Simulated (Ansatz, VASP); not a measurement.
## Two plane-wave programs on ZnSe

The input POSCAR:

```
ZnSe
1.0
    3.3251530459      0.0000000000      0.0000000000
    0.0000000000      3.3251530459      0.0000000000
    0.0000000000      0.0000000000      3.3251530459
Zn Se
1 1
Direct
    0.0000000000      0.0000000000      0.0000000000
    0.5000000000      0.5000000000      0.5000000000
```

INCAR.step1

```
SYSTEM = ZnSe
  PREC = Accurate
  ENCUT = 520
  ISMEAR = -1
  SIGMA = 0.02
  LREAL = .FALSE.
  LASPH = .TRUE.
  NELM = 80
  NBANDS = 16
  GGA = PE
  ALGO = Normal
  EDIFF = 1E-4
  LWAVE = .TRUE.
  LCHARG = .FALSE.
```

Contents of INCAR.step2:

```
SYSTEM = ZnSe
  PREC = Accurate
  ENCUT = 520
  EDIFF = 1E-6
  ISMEAR = -1
  SIGMA = 0.02
  LREAL = .FALSE.
  LASPH = .TRUE.
  NELM = 80
  ALGO = Normal
  ISIF = 2
  LWAVE = .FALSE.
  LCHARG = .FALSE.
  METAGGA = R2SCAN
  LMIXTAU = .TRUE.
  LUSE_VDW = .TRUE.
  IVDW_NL = 2
  BPARAM = 11.95
  CPARAM = 0.0093
  NBANDS = 16
  ISTART = 1
```

The input KPOINTS:

```
regular mesh
0
G
  6 6 6
  0 0 0
```

Input for Ansatz:

```yaml
crystal:
  lattice:
    - [3.3251530459, 0.0, 0.0]
    - [0.0, 3.3251530459, 0.0]
    - [0.0, 0.0, 3.3251530459]
  atoms:
    - { symbol: Zn, position: [0.0, 0.0, 0.0] }
    - { symbol: Se, position: [0.5, 0.5, 0.5] }
kpoints:
  mp_grid: { grid: [6, 6, 6] }
hamiltonian:
  xc: r2scan
  dispersion: rvv10
scf:
  occupations: { method: fermi_dirac, width: 0.02 }
  n_extra_bands: 4
output:
  forces: true
  stress: true
  eigenvalues: true
```

Alike in both runs: task single point; functional r2SCAN; dispersion rVV10; k mesh 6 × 6 × 6; occupations fermi-dirac, width 0.02 eV; no spin polarisation.

|  | VASP | Ansatz |
| --- | --- | --- |
| version | VASP 6.6.1 | Ansatz 0.2.0 |
| potentials or method | VASP PAW PBE potentials, release 64 (Zn, Se) | plane waves |
| plane-wave cutoff (eV) | 520 | 500 |
| valence electrons in the cell | 18 | 28 |

Ansatz gave:

```
pressure (GPa) : -1.5
```

Problem. Estimate VASP's values.

Solution. Pressure (GPa): -1.1.

The two sets of potentials don't hold the same shells in valence.

Caveats: the PAW data sets were made with another functional, which shifts forces and pressure a little (VASP).
